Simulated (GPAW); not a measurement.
The system is TiO2.

```
Ti O
1.0
     4.59984    0.00000    0.00000
     0.00000    4.59984    0.00000
     0.00000    0.00000    2.95921
Ti O
2 4
Direct
  0.00000 0.00000 0.50000
  0.50000 0.50000 0.00000
  0.30432 0.30432 0.50000
  0.19568 0.80432 0.00000
  0.80432 0.19568 0.00000
  0.69568 0.69568 0.50000
```

The cell is a database's computed one.

Base run:

- Program: GPAW 26.7.0
- Functional: PBE
- Potentials or basis: GPAW PAW data sets (gpaw-data 1.2.1)
- Cutoff: 800 eV
- Basis: pw
- k mesh: 5 × 5 × 8
- Occupations: fermi-dirac, width 0.05 eV
- Spin: no spin polarisation

Its results: band gap on the k mesh 1.87 eV, direct; pressure 5.3 GPa; largest force 0.028 eV/Å.

The run is repeated on the same cell with these changes: potentials or basis from GPAW PAW data sets (gpaw-data 1.2.1) to JTH PAW 2.0, PBE. What comes out?

Band gap on the k mesh 1.86 eV, direct; pressure 4.8 GPa; largest force 0.005 eV/Å.

Caveats: the program truncates these outside data sets (some runs).
